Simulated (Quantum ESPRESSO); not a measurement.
Crystal: MnO.

```xyz
4
Lattice="3.3246 0.0000 0.0000 0.0000 3.3246 0.0000 0.0000 0.0000 4.8678" Properties=species:S:1:pos:R:3 pbc="T T T"
Mn    0.0000    0.0000    0.0000
Mn    1.6623    1.6623    0.0000
O     1.6623    0.0000    1.2997
O     0.0000    1.6623    3.5681
```

The cell was built by a generator and needn't be a form met in nature.

Base run:

| Item | Value |
| --- | --- |
| Program | Quantum ESPRESSO 7.5 |
| Functional | PBEsol |
| Potentials or basis | GBRV 1.5 PBEsol |
| Cutoff | 612 eV |
| Density cutoff | 4898 eV |
| k mesh | 6 × 6 × 4 |
| Occupations | gaussian, width 0.05 eV |
| Spin | collinear spin, antiferromagnetic start |
| Starting moments | [5.0, -5.0, 0.0, 0.0] μB |

Its results: band gap on the k mesh 0.35 eV, direct; pressure -9.6 GPa; net moment 0.00 μB per cell; site moments Mn +3.05, -3.05; O +0.00 μB; largest force 3.358 eV/Å.

Task: The run is repeated on the same cell with these changes: hubbard terms from none to Mn d U = 8 eV. What comes out?

Result: Band gap on the k mesh 1.19 eV, direct; pressure 23.9 GPa; net moment 0.00 μB per cell; site moments Mn +4.00, -4.00; O +0.00 μB; largest force 1.998 eV/Å.

The U term pushes filled and empty states of the shell apart.

Caveats: forces of over 1 eV/Å show positions far from the minimum, so gaps and moduli don't describe the material at rest.

